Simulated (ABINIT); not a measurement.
# A GW chain in ABINIT: AlN (P6_3mc), part 2 of 3

How does a plane-wave GW calculation on AlN (P6_3mc) run from the first input to the gap?

ABINIT 10.8.3; LDA and many-body steps on it, plane waves. Known limits of the many-body steps: not at the basis limit.

So far. Step 2 (Ground state): The gap is direct, at Γ.

The database entry behind the starting cell differs from later determinations by our own check (inner coordinate u about 0.002 short), so it need not match the best structure at ambient conditions.

## Step 3: Bands along the symmetry lines

Level of this step: DFT, LDA, plane waves, norm-conserving pseudopotentials (ABINIT).

Levels along a band path, at the cheap level, show where the edges lie and whether the meshes to come will hold them.

run.abi

```
acell 3*1.0 Angstrom
rprim 
  3.113000000011 -0.000000000003 0.000000000000
  -1.556500000003 2.695937081992 0.000000000000
  0.000000000000 0.000000000000 4.981000000000
ntypat 2
znucl 13 7
natom 4
typat 1 1 2 2
xred 
  0.333333333333 0.666666666667 0.000000000000
  0.666666666667 0.333333333333 0.500000000000
  0.333333333333 0.666666666667 0.380000000000
  0.666666666667 0.333333333333 0.880000000000
pp_dirpath "pseudos"
pseudos "Al.upf, N.upf"
ecut 36
iscf -2
irdden 1
kptopt 0
nkpt 75
kpt 
  0.00000000 0.00000000 0.00000000
  0.06250000 0.00000000 0.00000000
  0.12500000 0.00000000 0.00000000
  0.18750000 0.00000000 0.00000000
  0.25000000 0.00000000 0.00000000
  0.31250000 0.00000000 0.00000000
  0.37500000 0.00000000 0.00000000
  0.43750000 0.00000000 0.00000000
  0.50000000 0.00000000 0.00000000
  0.47916667 0.04166667 0.00000000
  0.45833333 0.08333333 0.00000000
  0.43750000 0.12500000 0.00000000
  0.41666666 0.16666666 0.00000000
  0.39583333 0.20833333 0.00000000
  0.37500000 0.25000000 0.00000000
  0.35416666 0.29166666 0.00000000
  0.33333333 0.33333333 0.00000000
  0.29166666 0.29166666 0.00000000
  0.25000000 0.25000000 0.00000000
  0.20833333 0.20833333 0.00000000
  0.16666666 0.16666666 0.00000000
  0.12500000 0.12500000 0.00000000
  0.08333333 0.08333333 0.00000000
  0.04166667 0.04166667 0.00000000
  0.00000000 0.00000000 0.00000000
  0.00000000 0.00000000 0.06250000
  0.00000000 0.00000000 0.12500000
  0.00000000 0.00000000 0.18750000
  0.00000000 0.00000000 0.25000000
  0.00000000 0.00000000 0.31250000
  0.00000000 0.00000000 0.37500000
  0.00000000 0.00000000 0.43750000
  0.00000000 0.00000000 0.50000000
  0.06250000 0.00000000 0.50000000
  0.12500000 0.00000000 0.50000000
  0.18750000 0.00000000 0.50000000
  0.25000000 0.00000000 0.50000000
  0.31250000 0.00000000 0.50000000
  0.37500000 0.00000000 0.50000000
  0.43750000 0.00000000 0.50000000
  0.50000000 0.00000000 0.50000000
  0.47916667 0.04166667 0.50000000
  0.45833333 0.08333333 0.50000000
  0.43750000 0.12500000 0.50000000
  0.41666666 0.16666666 0.50000000
  0.39583333 0.20833333 0.50000000
  0.37500000 0.25000000 0.50000000
  0.35416666 0.29166666 0.50000000
  0.33333333 0.33333333 0.50000000
  0.29166666 0.29166666 0.50000000
  0.25000000 0.25000000 0.50000000
  0.20833333 0.20833333 0.50000000
  0.16666666 0.16666666 0.50000000
  0.12500000 0.12500000 0.50000000
  0.08333333 0.08333333 0.50000000
  0.04166667 0.04166667 0.50000000
  0.00000000 0.00000000 0.50000000
  0.50000000 0.00000000 0.50000000
  0.50000000 0.00000000 0.43750000
  0.50000000 0.00000000 0.37500000
  0.50000000 0.00000000 0.31250000
  0.50000000 0.00000000 0.25000000
  0.50000000 0.00000000 0.18750000
  0.50000000 0.00000000 0.12500000
  0.50000000 0.00000000 0.06250000
  0.50000000 0.00000000 0.00000000
  0.33333333 0.33333333 0.50000000
  0.33333333 0.33333333 0.43750000
  0.33333333 0.33333333 0.37500000
  0.33333333 0.33333333 0.31250000
  0.33333333 0.33333333 0.25000000
  0.33333333 0.33333333 0.18750000
  0.33333333 0.33333333 0.12500000
  0.33333333 0.33333333 0.06250000
  0.33333333 0.33333333 0.00000000
istwfk *1
nband 19
nbdbuf 6
tolwfr 1e-07
nstep 50
prtwf 0
prtvol 0
indata_prefix "in"
outdata_prefix "out"
tmpdata_prefix "tmp"
```

Started as:

```bash
$ OMP_NUM_THREADS=1 mpirun -n 4 abinit run.abi > log
```

Numbers of over 12 decimals in the logs are rounded to 6 here.

Output:

```text
.Version 10.8.3 of ABINIT. v10.8.2 released Aug 2026.

 Symmetries : space group P6_3 m c (#186); Bravais hP (primitive hexag.)
[... echo of the input left out ...]
== DATASET  1 ==================================================================
-   mpi_nproc: 4, omp_nthreads: 1 (-1 if OMP is not activated)

--- !DatasetInfo
iteration_state: {dtset: 1, }
dimensions: {natom: 4, nkpt: 75, mband: 19, nsppol: 1, nspinor: 1, nspden: 1, mpw: 2937, }
cutoff_energies: {ecut:  36.0, pawecutdg:  -1.0, }
electrons: {nelect:   1.60000000E+01, charge:   0.00000000E+00, occopt:   1.00000000E+00, tsmear:   1.00000000E-02, }

 Real(R)+Recip(G) space primitive vectors, cartesian coordinates (Bohr,Bohr^-1):
 R(1)=  5.8827174  0.0000000  0.0000000  G(1)=  0.1699895  0.0981435  0.0000000
 R(2)= -2.9413587  5.0945827  0.0000000  G(2)=  0.0000000  0.1962869  0.0000000
 R(3)=  0.0000000  0.0000000  9.4127258  G(3)=  0.0000000  0.0000000  0.1062392
 Unit cell volume ucvol=  2.8209931E+02 bohr^3
 Angles (23,13,12)=  9.00000000E+01  9.00000000E+01  1.20000000E+02 degrees

 getcut: wavevector=  0.0000  0.0000  0.0000  ngfft=  32  32  54
         ecut(hartree)=     36.000   => boxcut(ratio)=   2.01398

--- Pseudopotential description ------------------------------------------------
- Al Generated using ONCVPSP code by D. R. Hamann
- 13.00000   3.00000  180309                  znucl, zion, pspdat
12 -1012 2 -1 1854                            pspcod,pspxc,lmax,lloc,mmax
     nproj     2     2     2
  pspatm : epsatm=    0.57439143
         --- l  ekb(1:nproj) -->
             0    5.725870    0.726131
             1    6.190420    0.914022
             2   -4.229503   -0.925599
 pspatm: atomic psp has been read  and splines computed

- N Generated using ONCVPSP code by D. R. Hamann
-  7.00000   5.00000  180309                  znucl, zion, pspdat
12 -1012 1 -1 1058                            pspcod,pspxc,lmax,lloc,mmax
     nproj     2     2     0
  pspatm : epsatm=    5.30777321
         --- l  ekb(1:nproj) -->
[...]
pspatm: atomic psp has been read  and splines computed

--------------------------------------------------------------------------------

================================================================================
 prteigrs : about to open file out_EIG
 Non-SCF case, kpt    1 (  0.00000  0.00000  0.00000), residuals and eigenvalues=
  8.92E-08  7.55E-08  7.88E-08  1.36E-08  8.76E-08  5.61E-08  6.80E-08  3.21E-08
  9.90E-08  2.07E-08  9.29E-08  3.17E-08  9.10E-08  5.28E-08  4.09E-08  6.95E-08
[...]
-3.4284E-01 -2.6113E-01 -1.3403E-02  1.7723E-01  1.7723E-01  2.0143E-01
  2.0143E-01  2.0797E-01  3.6434E-01  4.4914E-01  5.9278E-01  6.1208E-01
  6.1208E-01  6.8368E-01  6.8472E-01  6.8472E-01  7.3661E-01  7.3661E-01
  7.4691E-01
 Non-SCF case, kpt    2 (  0.06250  0.00000  0.00000), residuals and eigenvalues=
[...]
7.7978E-01
 Non-SCF case, kpt    3 (  0.12500  0.00000  0.00000), residuals and eigenvalues=
[...]
8.1199E-01
[...]
Non-SCF case, kpt   74 (  0.33333  0.33333  0.06250), residuals and eigenvalues=
[...]
8.8556E-01
 Non-SCF case, kpt   75 (  0.33333  0.33333  0.00000), residuals and eigenvalues=
[...]
1.1986E-01  1.1986E-01  3.8972E-01  5.1159E-01  5.6023E-01  5.6023E-01
  6.2617E-01  6.2617E-01  6.8487E-01  7.3926E-01  7.3926E-01  8.8572E-01
  8.9008E-01

--- !ResultsGS
iteration_state: {dtset: 1, }
comment   : Summary of ground state results
lattice_vectors:
- [  5.8827174,  -0.0000000,   0.0000000, ]
- [ -2.9413587,   5.0945827,   0.0000000, ]
- [  0.0000000,   0.0000000,   9.4127258, ]
lattice_lengths: [   5.88272,    5.88272,    9.41273, ]
lattice_angles: [ 90.000,  90.000, 120.000, ] # degrees, (23, 13, 12)
lattice_volume:   2.8209931E+02
convergence: {deltae:  0.000E+00, res2:  0.000E+00, residm:  9.900E-08, diffor:  0.000E+00, }
etotal    :  -2.56861475E+01
entropy   :   0.00000000E+00
fermie    :   2.07969323E-01
cartesian_stress_tensor: null
pressure_GPa: null
xred      :
- [  3.3333E-01,   6.6667E-01,   1.1102E-16, Al]
- [  6.6667E-01,   3.3333E-01,   5.0000E-01, Al]
- [  3.3333E-01,   6.6667E-01,   3.8000E-01,  N]
- [  6.6667E-01,   3.3333E-01,   8.8000E-01,  N]
cartesian_forces: null
force_length_stats: {min: null, max: null, mean: null, }

 Integrated electronic density in atomic spheres:
 ------------------------------------------------
 Atom  Sphere_radius  Integrated_density
[...]
================================================================================

 ----iterations are completed or convergence reached----

 Mean square residual over all n,k,spin=   43.622E-09; max=  99.002E-09
 reduced coordinates (array xred) for    4 atoms
[...]
cartesian coordinates (angstrom) at end:
    1      1.67e-12     1.797291     0.000000
    2      1.556500     0.898646     2.490500
    3      1.67e-12     1.797291     1.892780
    4      1.556500     0.898646     4.383280
 length scales=  1.889726125908  1.889726125908  1.889726125908 bohr
              =  1.000000000000  1.000000000000  1.000000000000 angstroms
 prteigrs : about to open file out_EIG
 Eigenvalues (hartree) for nkpt=  75  k points:
 kpt#   1, nband= 19, wtk=  1.00000, kpt=  0.0000  0.0000  0.0000 (reduced coord)
[...]
kpt#   2, nband= 19, wtk=  1.00000, kpt=  0.0625  0.0000  0.0000 (reduced coord)
[...]
kpt#   3, nband= 19, wtk=  1.00000, kpt=  0.1250  0.0000  0.0000 (reduced coord)
[...]
kpt#  74, nband= 19, wtk=  1.00000, kpt=  0.3333  0.3333  0.0625 (reduced coord)
[...]
0.74159    0.88481    0.88556
 kpt#  75, nband= 19, wtk=  1.00000, kpt=  0.3333  0.3333  0.0000 (reduced coord)
  -0.24796   -0.24796    0.03034    0.06867    0.06867    0.11837    0.11986    0.11986
   0.38972    0.51159    0.56023    0.56023    0.62617    0.62617    0.68487    0.73926
   0.73926    0.88572    0.89008

== END DATASET(S) ==============================================================
================================================================================

 -outvars: echo values of variables after computation  --------
            nband          19
             nkpt          75
          spgroup         186
 [... the other variables as echoed above ...]

 Calculation completed.
```

It took 11 s on 4 MPI ranks of Arm Neoverse V2, shared host; peak memory 0.3 GiB.

This step gave:

| Quantity | Value |
| --- | --- |
| gap | 4.255 eV |
| k of the valence top | 0, 0, 0 |
| k of the conduction bottom | 0, 0, 0 |
| least direct gap | 4.255 eV |

The gap is 4.255 eV, as in the run before at this level.

The electronic bands at the labelled points (eV, zero at the top of the highest filled band; v1 is the highest filled band, c1 the lowest empty one):

| point | v4 | v3 | v2 | v1 | c1 | c2 | c3 | c4 |
| --- | --- | --- | --- | --- | --- | --- | --- | --- |
| Γ | -0.84 | -0.18 | -0.18 | 0.00 | 4.25 | 6.56 | 10.47 | 11.00 |
| halfway | -2.43 | -1.55 | -0.44 | -0.38 | 6.16 | 7.52 | 7.98 | 9.89 |
| M | -3.36 | -2.08 | -1.79 | -0.66 | 5.70 | 5.72 | 8.11 | 10.17 |
| halfway | -3.11 | -3.01 | -1.88 | -1.51 | 5.42 | 7.04 | 8.79 | 9.96 |
| K | -3.79 | -2.44 | -2.40 | -2.40 | 4.95 | 8.26 | 9.59 | 9.59 |
| halfway | -3.35 | -1.68 | -0.87 | -0.60 | 6.80 | 7.36 | 8.46 | 9.00 |
| Γ | -0.84 | -0.18 | -0.18 | 0.00 | 4.25 | 6.56 | 10.47 | 11.00 |
| halfway | -0.74 | -0.74 | -0.28 | -0.28 | 5.18 | 6.69 | 10.14 | 10.97 |
| A | -0.52 | -0.52 | -0.52 | -0.52 | 6.43 | 6.43 | 10.17 | 10.17 |
| halfway | -1.60 | -1.60 | -1.02 | -1.02 | 6.46 | 6.46 | 9.37 | 9.37 |
| L | -1.45 | -1.45 | -1.36 | -1.36 | 5.23 | 5.23 | 9.14 | 9.14 |
| halfway | -2.75 | -2.75 | -0.93 | -0.93 | 6.09 | 6.09 | 9.10 | 9.10 |
| H | -3.87 | -3.87 | -0.79 | -0.79 | 7.33 | 7.33 | 7.77 | 7.77 |
| halfway | -1.82 | -1.82 | -1.21 | -1.21 | 6.65 | 6.65 | 9.36 | 9.36 |
| A | -0.52 | -0.52 | -0.52 | -0.52 | 6.43 | 6.43 | 10.17 | 10.17 |
| jump to L | -1.45 | -1.45 | -1.36 | -1.36 | 5.23 | 5.23 | 9.14 | 9.14 |
| halfway | -2.57 | -1.91 | -1.20 | -0.92 | 5.00 | 5.80 | 9.23 | 9.35 |
| M | -3.36 | -2.08 | -1.79 | -0.66 | 5.70 | 5.72 | 8.11 | 10.17 |
| jump to H | -3.87 | -3.87 | -0.79 | -0.79 | 7.33 | 7.33 | 7.77 | 7.77 |
| halfway | -4.46 | -2.94 | -1.48 | -1.48 | 5.79 | 8.12 | 8.59 | 8.59 |
| K | -3.79 | -2.44 | -2.40 | -2.40 | 4.95 | 8.26 | 9.59 | 9.59 |

## Step 4: Empty states on the mesh, 6×6×4 mesh, 775 bands

The sums over transitions need many empty states on a uniform mesh; this step solves for them.

run.abi

```
acell 3*1.0 Angstrom
rprim 
  3.113000000011 -0.000000000003 0.000000000000
  -1.556500000003 2.695937081992 0.000000000000
  0.000000000000 0.000000000000 4.981000000000
ntypat 2
znucl 13 7
natom 4
typat 1 1 2 2
xred 
  0.333333333333 0.666666666667 0.000000000000
  0.666666666667 0.333333333333 0.500000000000
  0.333333333333 0.666666666667 0.380000000000
  0.666666666667 0.333333333333 0.880000000000
pp_dirpath "pseudos"
pseudos "Al.upf, N.upf"
ecut 36
ngkpt 6 6 4
nshiftk 1
shiftk 0 0 0
kptopt 1
chksymbreak 0
irdden 1
istwfk *1
nband 775
prtvol 0
optdriver 6
gwr_task "HDIAGO"
paral_kgb 0
occopt 1
indata_prefix "in"
outdata_prefix "out"
tmpdata_prefix "tmp"
```

Output:

```text
[banner, memory and clock lines left out]
.Version 10.8.3 of ABINIT. v10.8.2 released Aug 2026.

 Symmetries : space group P6_3 m c (#186); Bravais hP (primitive hexag.)
[... echo of the input left out ...]
== DATASET  1 ==================================================================
-   mpi_nproc: 4, omp_nthreads: 1 (-1 if OMP is not activated)

--- !DatasetInfo
iteration_state: {dtset: 1, }
dimensions: {natom: 4, nkpt: 21, mband: 775, nsppol: 1, nspinor: 1, nspden: 1, mpw: 2934, }
cutoff_energies: {ecut:  36.0, pawecutdg:  -1.0, }
electrons: {nelect:   1.60000000E+01, charge:   0.00000000E+00, occopt:   1.00000000E+00, tsmear:   1.00000000E-02, }

.Using double precision arithmetic; gwpc =  8

- Reading GS density from: in_DEN

--- Pseudopotential description ------------------------------------------------
- Al Generated using ONCVPSP code by D. R. Hamann
- 13.00000   3.00000  180309                  znucl, zion, pspdat
12 -1012 2 -1 1854                            pspcod,pspxc,lmax,lloc,mmax
     nproj     2     2     2
  pspatm : epsatm=    0.57439143
         --- l  ekb(1:nproj) -->
             0    5.725870    0.726131
             1    6.190420    0.914022
             2   -4.229503   -0.925599
 pspatm: atomic psp has been read  and splines computed

- N Generated using ONCVPSP code by D. R. Hamann
-  7.00000   5.00000  180309                  znucl, zion, pspdat
12 -1012 1 -1 1058                            pspcod,pspxc,lmax,lloc,mmax
     nproj     2     2     0
  pspatm : epsatm=    5.30777321
         --- l  ekb(1:nproj) -->
             0    7.408032    0.617798
             1   -4.361519   -1.032581
 pspatm: atomic psp has been read  and splines computed

   1.88229268E+02                                ecore*ucvol(ha*bohr**3)

 Total charge density [el/Bohr^3]
)     Maximum=    5.4093E-01  at reduced coord.    0.7813    0.4063    0.8889
)     Minimum=    1.5329E-03  at reduced coord.    0.3125    0.6563    0.0000
   Integrated=    1.6000E+01

 === KS gaps after direct diagonalization ===
 Direct band gap semiconductor
 Fundamental gap:     4.255 (eV)
   VBM:     5.659 (eV) at k: [ 0.0000E+00,  0.0000E+00,  0.0000E+00]
   CBM:     9.914 (eV) at k: [ 0.0000E+00,  0.0000E+00,  0.0000E+00]
 Direct gap:         4.255 (eV) at k: [ 0.0000E+00,  0.0000E+00,  0.0000E+00]

== END DATASET(S) ==============================================================

 -outvars: echo values of variables after computation  --------
           etotal      0.0000000000E+00
            nband         775
             nkpt          21
          spgroup         186
 [... the other variables as echoed above ...]

 Calculation completed.
```

It took 2.2 min on 4 MPI ranks; peak memory 2.2 GiB; 8.6 min of CPU time.

This step gave:

- gap: 4.255 eV
- k of the valence top: 0, 0, 0
- k of the conduction bottom: 0, 0, 0
- least direct gap: 4.255 eV
- k points computed: 21
- lowest point of the top converged band, above the valence top: 381.3287 eV

On this mesh the gap is 4.255 eV.

## Step 5: Screening, 6×6×4 mesh, 360 bands, screening to 300.4 eV

The RPA dielectric matrix is built and inverted for each q.

This step: RPA screening on LDA, plane waves, norm-conserving pseudopotentials.

Changes to run.abi since step 4:

```diff
@@ -22,10 +22,11 @@
 chksymbreak 0
-irdden 1
 istwfk *1
-nband 775
-prtvol 0
-optdriver 6
-gwr_task "HDIAGO"
-paral_kgb 0
 occopt 1
+irdwfk 1
+optdriver 3
+nband 360
+ecuteps 11.04
+inclvkb 2
+awtr 1
+symchi 1
 indata_prefix "in"
```

Output:

```text
.Version 10.8.3 of ABINIT. v10.8.2 released Aug 2026.

 Symmetries : space group P6_3 m c (#186); Bravais hP (primitive hexag.)
[... echo of the input left out ...]
== DATASET  1 ==================================================================
-   mpi_nproc: 4, omp_nthreads: 1 (-1 if OMP is not activated)

--- !DatasetInfo
iteration_state: {dtset: 1, }
dimensions: {natom: 4, nkpt: 21, mband: 360, nsppol: 1, nspinor: 1, nspden: 1, mpw: 2934, }
cutoff_energies: {ecut:  36.0, pawecutdg:  -1.0, }
electrons: {nelect:   1.60000000E+01, charge:   0.00000000E+00, occopt:   1.00000000E+00, tsmear:   1.00000000E-02, }

 SCREENING: Calculation of the susceptibility and dielectric matrices

 Based on a program developped by R.W. Godby, V. Olevano, G. Onida, and L. Reining.
 Incorporated in ABINIT by V. Olevano, G.-M. Rignanese, and M. Torrent.
.Using double precision arithmetic ; gwpc =  8

[... cell and pseudopotentials left out ...]
--------------------------------------------------------------------------------

 ==== K-mesh for the wavefunctions ====
 Number of points in the irreducible wedge :    21
[... list of points left out ...]
 Together with 12 symmetry operations and time-reversal symmetry
 yields   144 points in the full Brillouin Zone.

 ==== Q-mesh for the screening function ====
 Number of points in the irreducible wedge :    21
[... list of points left out ...]
 Together with 12 symmetry operations and time-reversal symmetry
 yields   144 points in the full Brillouin Zone.

 setmesh: FFT mesh size selected  =    24x   24x   40
          total number of points  =        23040

 vcoul_init : cutoff-mode = AUXILIARY_FUNCTION
 q-points for optical limit:   1
     1)      0.000010    0.000020    0.000030

- screening: taking advantage of time-reversal symmetry
- Maximum band index for partially occupied states nbvw = 8
- Remaining bands to be divided among processors   nbcw = 352
- Number of bands treated by each node ~88

 Number of electrons calculated from density =   16.0000; Expected =   16.0000
 average of density, n =  0.056718
 r_s =    1.6146
 omega_plasma =   22.9728 [eV]

 calculating chi0 at frequencies [eV] :
  1    0.000000E+00    0.000000E+00
  2    0.000000E+00    2.297283E+01

--------------------------------------------------------------------------------
  q-point number  1        q = ( 0.000000, 0.000000, 0.000000) [r.l.u.]
--------------------------------------------------------------------------------
[... chi0 elements left out ...]
 For q-point:  0.000010 0.000020 0.000030
  dielectric constant =   4.2813
  dielectric constant without local fields =   4.7160

  Average fulfillment of the sum rule on Im[epsilon] for q-point    1 :     96.11  [%]
[... wings left out ...]
  q-point number  2        q = ( 0.166667, 0.000000, 0.000000) [r.l.u.]
--------------------------------------------------------------------------------
[... chi0 elements left out ...]
  Average fulfillment of the sum rule on Im[epsilon] for q-point    2 :     98.08  [%]

 [... 19 further q-points ...]
```

Elapsed: 16 min, on 4 MPI ranks; peak memory 3.8 GiB; 64 min of CPU time.

This step gave:

| Item | Value |
| --- | --- |
| ε∞ with local fields, on this mesh, along the program's q direction | 4.281 |
| the same without local fields | 4.716 |
| plasma frequency | 22.97 eV |
| plane waves in the screening matrix | 513 |

Local fields lower ε∞ by 9 %.

[end of part 2 of 3]

[Paths, hosts, dates, memory and timing lines, banners, echoed tables and standing remarks are left out of the program output.]

[Logs are printed without paths, hosts, clocks, repeated set-up lines and the standing remarks that a program may print on its own settings, such as how far it seeks lower states.]

[Runs of the session that timed out or met a known fault of the program may be left out.]

[Hosts, paths, dates, database ids (printed as entryN), source tags and the programs' standing remarks are cut or masked in the printed files.]

[G0W0 gaps are taken among the corrected bands and points alone; a level outside them can change the order at an edge.]

[Where Ansatz stands beside ABINIT at settings called matched, ABINIT's density can come from a denser mesh and the files from another edition; pairs whose starting gaps differed by over 0.03 eV were left out, so agreement reads better than it is.]
